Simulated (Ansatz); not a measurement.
# AgCl: strain and displacement

```yaml
crystal:
  lattice:
    - [3.43397, 0.00000, 0.00000]
    - [0.00000, 3.43397, 0.00000]
    - [0.00000, 0.00000, 3.43397]
  atoms:
    - { symbol: Ag, position: [0.00000, 0.00000, 0.00000] }
    - { symbol: Cl, position: [0.50000, 0.50000, 0.50000] }
```

Atoms are numbered in the order listed.

The conventional cell has a = 3.434 Å, b = 3.434 Å, c = 3.434 Å, α = 90.00°, β = 90.00°, γ = 90.00°. Ag (atom 1) is surrounded by 8 Cl at 2.97 Å. Cl (atom 2) is surrounded by 8 Ag at 2.97 Å.

Structure from Materials Project entry mp-726265 (possibly hypothetical), not relaxed further.

These are results of DFT, PBEsol, all-electron PAW with datasets made for the crystal, scalar-relativistic (Ansatz 0.2.0), not measurements.

The runs use a Γ-centred 9×9×9 k mesh, Fermi–Dirac smearing of 0.01 eV, cutoff 260 eV (chosen by the program for this cell), no spin polarisation.

The unchanged cell is at -4.59 GPa.

Semilocal functionals give too small gaps.

x, y and z are the Cartesian axes of the cell as listed; fractional coordinates follow a strain, and an engineering shear is twice the off-diagonal strain component.

Vzz stands for the principal value of largest size of the field-gradient tensor, whatever its axis.

Spin–orbit coupling is left out, which moves gradients at and beside heavy atoms by some per cent and at worst by a factor of two.

**Question.** One change gave: energy change -3 meV/atom; stress change (xx, yy, zz, yz, xz, xy) 0.08, 0.08, 0.08, 0.44, 0.44, 0.44 GPa, compression positive; Vzz in 10²¹ V/m²: Ag1 0 → 1.07 (η = 0.00), Cl2 0 → -1.98 (η = 0.00); gap on the k mesh 0.44 → 0.37 eV. Which change was it?
A. equal xy, yz and zx engineering shear strains of +2 %
B. equal xy, yz and zx engineering shear strains of -3 %
C. equal xy, yz and zx engineering shear strains of +3 %
D. equal xy, yz and zx engineering shear strains of -1 %
E. equal xy, yz and zx engineering shear strains of +1 %
F. equal xy, yz and zx engineering shear strains of -2 %

**Answer.** C. For equal xy, yz and zx engineering shear strains of -3 %: energy change -3 meV/atom; stress change (xx, yy, zz, yz, xz, xy) 0.09, 0.09, 0.09, -0.45, -0.45, -0.45 GPa, compression positive; Vzz in 10²¹ V/m²: Ag1 0 → -1.21 (η = 0.00), Cl2 0 → 2.25 (η = 0.00); gap on the k mesh 0.44 → 0.37 eV. For equal xy, yz and zx engineering shear strains of -1 %: energy change under 1 meV/atom; stress change (xx, yy, zz, yz, xz, xy) 0.01, 0.01, 0.01, -0.15, -0.15, -0.15 GPa, compression positive; Vzz in 10²¹ V/m²: Ag1 0 → -0.39 (η = 0.00), Cl2 0 → 0.72 (η = 0.00); gap on the k mesh 0.44 → 0.42 eV. For equal xy, yz and zx engineering shear strains of +2 %: energy change -1 meV/atom; stress change (xx, yy, zz, yz, xz, xy) 0.03, 0.03, 0.03, 0.30, 0.30, 0.30 GPa, compression positive; Vzz in 10²¹ V/m²: Ag1 0 → 0.73 (η = 0.00), Cl2 0 → -1.35 (η = 0.00); gap on the k mesh 0.44 → 0.39 eV. For equal xy, yz and zx engineering shear strains of -2 %: energy change -1 meV/atom; stress change (xx, yy, zz, yz, xz, xy) 0.04, 0.04, 0.04, -0.30, -0.30, -0.30 GPa, compression positive; Vzz in 10²¹ V/m²: Ag1 0 → -0.79 (η = 0.00), Cl2 0 → 1.47 (η = 0.00); gap on the k mesh 0.44 → 0.39 eV. For equal xy, yz and zx engineering shear strains of +1 %: energy change under 1 meV/atom; stress change (xx, yy, zz, yz, xz, xy) 0.01, 0.01, 0.01, 0.15, 0.15, 0.15 GPa, compression positive; Vzz in 10²¹ V/m²: Ag1 0 → 0.37 (η = 0.00), Cl2 0 → -0.69 (η = 0.00); gap on the k mesh 0.44 → 0.42 eV.
